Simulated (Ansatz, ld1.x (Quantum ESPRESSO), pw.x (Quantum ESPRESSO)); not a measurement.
pw.x on bcc Rh: one setting changed

Potential: PAW, ld1.x (Quantum ESPRESSO) 7.5, PBE; core [Ar] 3d10 4s2, reference 4p6 4d8 5s1 5p0; waves: 5s (bound): rcut 2.52, rcutus 2.80 bohr; 5s channel at 0.2 Ry: rcut 2.52, rcutus 2.80 bohr; 4p (bound): rcut 1.60, rcutus 1.70 bohr; 5p (bound, empty): rcut 1.60, rcutus 1.70 bohr; 4d (bound): rcut 1.98, rcutus 2.36 bohr; 4d channel at 0.05 Ry: rcut 1.98, rcutus 2.36 bohr; local part: all-electron potential smoothed inside 2.20 bohr (lloc = -1); core correction: Bessel-smoothed model core, default radius (core density twice the valence density); augmentation: PSQ, inside the norm-conserving radii.

The reference run (k-mesh 15³, cutoffs 60/480 Ry, Fermi–Dirac 0.01 Ry, mixing_beta 0.4, conv_thr 1e-9, no spin) gives 2.05 GPa at 14.536 Å³/atom, where all-electron LAPW gives -0.18 GPa. This run, with its own iteration cap, changes smearing to gauss.

```
&control
  calculation='scf', prefix='x', pseudo_dir='./', outdir='./tmp', tstress=.true., disk_io='none'
/
&system
  ibrav=0, nat=1, ntyp=1, ecutwfc=60, ecutrho=480, nbnd=15,
  occupations='smearing', smearing='gauss', degauss=0.01
/
&electrons
  conv_thr=1e-09, mixing_beta=0.4, electron_maxstep=50
/
ATOMIC_SPECIES
Rh 1.0 Rh.UPF
CELL_PARAMETERS angstrom
  -1.53742867 1.53742867 1.53742867
  1.53742867 -1.53742867 1.53742867
  1.53742867 1.53742867 -1.53742867
ATOMIC_POSITIONS crystal
Rh 0.0000 0.0000 0.0000
K_POINTS automatic
15 15 15 0 0 0
```

```bash
pw.x < Rh.scf.in > Rh.scf.out
```

Question: How does the run end?

Answer: It converges in 9 iterations; the free energy moves by +59.7 meV/atom and the pressure by -0.84 GPa. Gaussian smearing of the same width is narrower in effect than Fermi–Dirac, so its quadratic term in F is smaller.

```
Message from routine setup:
     using ibrav=0 with symmetry is DISCOURAGED, use correct ibrav instead
     lattice parameter (alat)  =       5.0322  a.u.
     unit-cell volume          =      98.0938 (a.u.)^3
     number of electrons       =        15.00
     number of Kohn-Sham states=           15
     kinetic-energy cutoff     =      60.0000  Ry
     charge density cutoff     =     480.0000  Ry
     scf convergence threshold =      1.0E-09
     Exchange-correlation= SLA  PW   PBX  PBC
     number of k points=   120  Gaussian smearing, width (Ry)=  0.0100
     iteration #  1     ecut=    60.00 Ry     beta= 0.40
     total energy              =    -415.24217555 Ry
     estimated scf accuracy    <       0.11565423 Ry
     iteration #  2     ecut=    60.00 Ry     beta= 0.40
     total energy              =    -415.26061193 Ry
     estimated scf accuracy    <       0.00136810 Ry
     iteration #  3     ecut=    60.00 Ry     beta= 0.40
     total energy              =    -415.26133531 Ry
     estimated scf accuracy    <       0.00068557 Ry
     iteration #  4     ecut=    60.00 Ry     beta= 0.40
     total energy              =    -415.26135718 Ry
     estimated scf accuracy    <       0.00017808 Ry
     iteration #  5     ecut=    60.00 Ry     beta= 0.40
     total energy              =    -415.26140511 Ry
     estimated scf accuracy    <       0.00000252 Ry
     iteration #  6     ecut=    60.00 Ry     beta= 0.40
     total energy              =    -415.26140663 Ry
     estimated scf accuracy    <       0.00000044 Ry
     iteration #  7     ecut=    60.00 Ry     beta= 0.40
     total energy              =    -415.26140673 Ry
     estimated scf accuracy    <       0.00000003 Ry
     iteration #  8     ecut=    60.00 Ry     beta= 0.40
     total energy              =    -415.26140673 Ry
     estimated scf accuracy    <          7.8E-09 Ry
     iteration #  9     ecut=    60.00 Ry     beta= 0.40
     the Fermi energy is    19.4483 ev
!    total energy              =    -415.26140674 Ry
     estimated scf accuracy    <          5.5E-10 Ry
     smearing contrib. (-TS)   =      -0.00175968 Ry
     The total energy is F=E-TS. E is the sum of the following terms:
     one-electron contribution =     -23.88830219 Ry
     hartree contribution      =      28.11943860 Ry
     xc contribution           =     -82.08296593 Ry
     ewald contribution        =    -140.91868942 Ry
     one-center paw contrib.   =    -196.48912812 Ry
     convergence has been achieved in   9 iterations
          total   stress  (Ry/bohr**3)                   (kbar)     P=       12.08
     Message from routine punch:
     Nothing written, as per user request (disk_io='none')
```

The run took about 23 s on one core of a shared host (Neoverse-V1, 32 threads, 247 GiB, load 23).
